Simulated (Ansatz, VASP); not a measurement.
AlN: VASP beside Ansatz

INCAR

```
SYSTEM = AlN
ALGO = Normal ; EDIFF = 1E-6
ENCUT = 520 ; GGA = PE
ISIF = 2 ; ISMEAR = 0
LASPH = .TRUE. ; LCHARG = .FALSE.
LREAL = .FALSE. ; LWAVE = .FALSE.
NBANDS = 11 ; NELM = 80
PREC = Accurate ; SIGMA = 0.05
```

Contents of KPOINTS:

```
k-points
0
G
  10 10 10
  0 0 0
```

POSCAR

```
AlN
1.0
    0.0000000000      2.0650357700      1.9734824600
    2.0650357700      0.0000000000      1.9734824600
    2.0650357700      2.0650357700      0.0000000000
Al N
1 1
Direct
    0.5000000000      0.5000000000      0.5000000000
    0.0000000000      0.0000000000      0.0000000000
```

Input for Ansatz:

```yaml
crystal:
  lattice:
    - [0.0, 2.06503577, 1.97348246]
    - [2.06503577, 0.0, 1.97348246]
    - [2.06503577, 2.06503577, 0.0]
  atoms:
    - { symbol: Al, position: [0.5, 0.5, 0.5] }
    - { symbol: "N", position: [0.0, 0.0, 0.0] }
basis:
  ecutwfc: 420
kpoints:
  mp_grid: { grid: [10, 10, 10] }
hamiltonian:
  xc: pbe
scf:
  occupations: { method: gaussian, width: 0.05 }
output:
  forces: true
  stress: true
  eigenvalues: true
```

Change from the starting cell: strain +0.015 along x and y, -0.030 along z, atoms carried along.

Alike in both runs: task single point; functional PBE; k mesh 10 × 10 × 10; occupations gaussian, width 0.05 eV; no spin polarisation.

|  | VASP | Ansatz |
| --- | --- | --- |
| version | VASP 6.6.1 | Ansatz 0.2.0 |
| potentials or method | VASP PAW PBE potentials, release 64 (Al, N) | scalar-relativistic, plane waves, PAW |
| plane-wave cutoff (eV) | 520 | 420 |
| valence electrons in the cell | 8 | 8 |

```tsv
	VASP	Ansatz	Ansatz less VASP
gap on the k mesh at the Fermi level (eV)	4.09	4.11	+0.025
least direct gap on the mesh (eV)	5.27	5.26	-0.011
pressure (GPa)	1.2	1.4	+0.28
largest component of the traceless stress (GPa)	8.45	8.48	+0.031
```

A k mesh can miss the band edges.
